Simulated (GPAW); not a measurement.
A run of GPAW 26.7.0:

run.py

```python
from ase import Atoms
from ase.dft.bandgap import bandgap
from ase.io import write
from ase.units import GPa
from gpaw import GPAW, PW

atoms = Atoms(['As', 'Ga'],
              cell=[[0.0, 2.82685, 2.82685],
                    [2.82685, 0.0, 2.82685],
                    [2.82685, 2.82685, 0.0]],
              scaled_positions=[[0.75, 0.75, 0.75],
                                [0.0, 0.0, 0.0]],
              pbc=True)

calc = GPAW(mode=PW(600),
            xc='PBE',
            kpts={'size': (8, 8, 8), 'gamma': True},
            occupations={'name': 'fermi-dirac', 'width': 0.05},
            nbands=11,
            convergence={'density': 1e-05, 'energy': 1e-05},
            maxiter=150,
            txt='gpaw.txt')
atoms.calc = calc
energy = atoms.get_potential_energy()
forces = atoms.get_forces()
stress = atoms.get_stress()
calc.write('gs.gpw')
write('result.traj', atoms)
print(f'Energy: {energy:.6f} eV')
print('Forces (eV/A):')
print(forces.round(4))
print('Stress (GPa):', (stress / GPa).round(3))
print('Fermi level:', round(calc.get_fermi_level(), 4), 'eV')
print(f'Gap: {bandgap(calc)[0]:.4f} eV, direct: {bandgap(calc, direct=True)[0]:.4f} eV')
```

Potentials or basis: GPAW PAW data sets (gpaw-data 1.2.1), pw.

Command:

```console
$ OMP_NUM_THREADS=1 python run.py
```

Hardware: 1 thread of Arm Neoverse V2 (shared host).

Q: How long does it take, and how much memory?

A: Wall time 8.8 s on 1 thread of Arm Neoverse V2, on a shared host, peak memory 0.15 GiB. Counts: scf iterations 9, plane waves 1540, bands 11, k points 29.
